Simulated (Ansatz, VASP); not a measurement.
Given: the input of a run of VASP 6.6.1 on Si.

INCAR

```
SYSTEM = Si
PREC     = Accurate       ! precision mode
ENCUT    = 520            ! plane-wave cutoff, eV
EDIFF    = 1E-7           ! SCF threshold, eV
ISMEAR   = -1             ! smearing method
SIGMA    = 0.05           ! smearing width, eV
LREAL    = .False.        ! projectors in reciprocal space
LASPH    = .True.         ! aspherical terms in the spheres
NELM     = 100            ! most SCF steps
ALGO     = Normal         ! electronic algorithm
ISIF     = 2              ! what is computed and relaxed
LWAVE    = .False.        ! write WAVECAR
LCHARG   = .False.        ! write CHGCAR
GGA      = PE             ! functional
NBANDS   = 11             ! bands
```

KPOINTS

```
Automatic mesh
0
Gamma
  11 11 11
  0 0 0
```

POSCAR

```
Si
1.0
   -2.4178816084      2.4178816084      1.3553360359
    2.4178816084     -2.4178816084      1.3553360359
    2.4178816084      2.4178816084     -1.3553360359
Si
2
Direct
    0.5000000000      0.5000000000      0.0000000000
    0.2500000000      0.7500000000      0.5000000000
```

Potentials or basis: VASP PAW PBE potentials, release 64 (Si).

Command:

```sh
$ cat potpaw_PBE.64/Si/POTCAR > POTCAR
$ mpirun -np 1 vasp_std > vasp.out
```

**Question.** Set up the same calculation for Ansatz 0.2.0. Potentials there: Ansatz PAW.

**Answer.** As run (the cutoff follows the program's own potentials):

input.yaml

```yaml
crystal:
  lattice:
    - [-2.4178816084, 2.4178816084, 1.3553360359]
    - [2.4178816084, -2.4178816084, 1.3553360359]
    - [2.4178816084, 2.4178816084, -1.3553360359]
  atoms:
    - { symbol: Si, position: [0.5, 0.5, 0.0] }
    - { symbol: Si, position: [0.25, 0.75, 0.5] }
hamiltonian:
  xc: pbe
  pseudopotentials: { kind: paw }
kpoints:
  mp_grid: { grid: [11, 11, 11] }
scf:
  occupations: { method: fermi_dirac, width: 0.05 }
output:
  forces: true
  stress: true
  eigenvalues: true
```

Potentials or basis: Ansatz PAW.

The run is started by

```sh
$ ansatz run input.yaml --threads 2 --pin off --max-ram 5120MiB --backend cpu --events-out ev --progress --plain --runs-dir out
```

Both were run:

|  | VASP | Ansatz | Ansatz less VASP |
| --- | --- | --- | --- |
| gap on the k mesh at the Fermi level (eV) | none | none | - |
| pressure (GPa) | -3.0 | -3.0 | +0.05 |
| largest component of the traceless stress (GPa) | 0.36 | 0.37 | +0.015 |

A gap of «none» marks a metal or a gap that the smearing closes.
